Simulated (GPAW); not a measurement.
Write an ASE script for GPAW 26.7.0 that does the following.

```
Task                : equation of state
Functional          : LDA
Potentials or basis : PAW data sets generated in the run's folder for this functional
Cutoff              : 600 eV
Basis               : pw
k mesh              : 7 × 7 × 3
Occupations         : fermi-dirac, width 0.05 eV
Spin                : no spin polarisation
Maxiter             : 150
Eos scales          : [0.94, 0.96, 0.98, 1.0, 1.02, 1.04, 1.06]
```

The structure of MoS2 lies in MoS2.cif:

```cif
data_MoS2
_cell_length_a 3.22746456
_cell_length_b 3.22746456
_cell_length_c 6.31247342
_cell_angle_alpha 90.00000000
_cell_angle_beta 90.00000000
_cell_angle_gamma 120.00000000
_space_group_name_H-M_alt 'P-3m1'
_space_group_name_Hall '-P 3 2"'
_space_group_IT_number 164
loop_
_space_group_symop_operation_xyz
'x,y,z'
'-x,-y,-z'
'-y,x-y,z'
'y,-x+y,-z'
'-x+y,-x,z'
'x-y,x,-z'
'y,x,-z'
'-y,-x,z'
'x-y,-y,-z'
'-x+y,y,z'
'-x,-x+y,-z'
'x,x-y,z'
loop_
_atom_site_label
_atom_site_type_symbol
_atom_site_symmetry_multiplicity
_atom_site_Wyckoff_symbol
_atom_site_fract_x
_atom_site_fract_y
_atom_site_fract_z
_atom_site_occupancy
Mo1 Mo 1 b 0.0000000000 0.0000000000 0.5000000000 1
S1 S 2 d 0.6666666667 0.3333333333 0.7446806800 1
```

Measurements of this composition are mostly on another form, of space group No. 194.

One way to write it, as run:

run.py

```python
from ase.eos import EquationOfState
from ase.io import Trajectory, read
from ase.units import GPa
from gpaw import GPAW, PW, setup_paths

setup_paths.insert(0, '.')

atoms = read('MoS2.cif')

traj = Trajectory('eos.traj', 'w')
volumes, energies = [], []
for x in [0.94, 0.96, 0.98, 1.0, 1.02, 1.04, 1.06]:
    a = atoms.copy()
    a.set_cell(atoms.cell * x**(1 / 3), scale_atoms=True)
    calc = GPAW(mode=PW(600),
                xc='LDA',
                kpts={'size': (7, 7, 3), 'gamma': True},
                occupations={'name': 'fermi-dirac', 'width': 0.05},
                nbands=25,
                convergence={'density': 1e-05, 'energy': 1e-05},
                maxiter=150,
                txt=f'eos-{x:.2f}.txt')
    a.calc = calc
    energies.append(a.get_potential_energy(force_consistent=True))
    volumes.append(a.get_volume())
    p = -a.get_stress()[:3].mean() / GPa
    calc.write(f'eos-{x:.2f}.gpw')
    traj.write(a)
    print(f'{x:.2f} {volumes[-1]:10.4f} A^3 {energies[-1]:14.6f} eV {p:9.3f} GPa', flush=True)

v0, e0, B = EquationOfState(volumes, energies, eos='birchmurnaghan').fit()
print(f'V0 = {v0:.4f} A^3, E0 = {e0:.6f} eV, B0 = {B / GPa:.2f} GPa')
```

Potentials or basis: PAW data sets generated in the run's folder for this functional, pw.

The run is started by

```bash
$ gpaw-setup -f LDA Mo S
$ OMP_NUM_THREADS=1 python run.py
```

It gave:

```yaml
Equilibrium_volume: 18.15 Å³/atom
Bulk_modulus_at_fixed_shape_and_positions: 148 GPa
Pressure_derivative_of_the_bulk_modulus: 4.4
```

Caveat: the cell was scaled at fixed shape and fractional positions, which overstates the stiffness of a crystal with free parameters, most of all of layers and chains.

Run time: 2.1 min on 1 thread of Arm Neoverse V1, on a shared host, peak memory 0.23 GiB.
